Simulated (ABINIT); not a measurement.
SnSe2: single point with PBEsol

SnSe2:

```xyz
3
Lattice="3.8284 0.0000 0.0000 -1.9142 3.3155 0.0000 0.0000 0.0000 6.1217" Properties=species:S:1:pos:R:3 pbc="T T T"
Sn    0.0000    0.0000    0.0000
Se    1.9142    1.1052    4.5370
Se    0.0000    2.2103    1.5847
```

The cell isn't the ideal one: cell relaxed.

```json
{
 "Program": "ABINIT 10.8.3 (patched build)",
 "Task": "single point",
 "Functional": "PBEsol",
 "Potentials or basis": "PseudoDojo NC SR PBEsol v0.4.1 standard",
 "Cutoff": "1170 eV",
 "k mesh": "6 × 6 × 4",
 "Occupations": "fermi-dirac, width 0.05 eV",
 "Spin": "no spin polarisation"
}
```

The pressure is 0.0 GPa. The band gap on the k mesh is 0.67 eV, indirect (least direct gap 0.87 eV) and the valence electrons inside the program's atomic spheres are Sn 10.46; Se 13.22.

Levels at points of the mesh, in eV from the valence-band top:
```csv
k point,band 19,band 20,band 21,band 22,band 23,band 24,band 25,band 26,band 27,band 28
"(0.00, 0.00, 0.00)",-0.55,-0.55,-0.33,-0.33,-0.03,0.85,2.99,4.60,4.60,8.07
"(0.50, 0.00, 0.00)",-4.31,-3.00,-2.49,-1.41,-0.24,1.16,3.62,5.15,5.17,6.88
"(0.00, 0.00, 0.50)",-2.22,-0.68,-0.68,-0.12,-0.12,2.45,2.86,4.29,4.29,7.64
"(0.50, 0.00, 0.50)",-4.86,-2.27,-1.96,-0.90,-0.74,0.69,4.02,4.63,5.74,6.09
```

Run time: 50 s on 4 MPI ranks on Intel(R) Xeon(R) Platinum 8488C (Sapphire Rapids), with other jobs on the host, peak memory 0.48 GiB a rank.

Caveat: spin-orbit coupling is left out, which moves the levels of the heavy elements; this functional lacks dispersion, which binds the layers, so the pressure and a relaxed spacing across them are unreliable. A k mesh can miss the band edges.
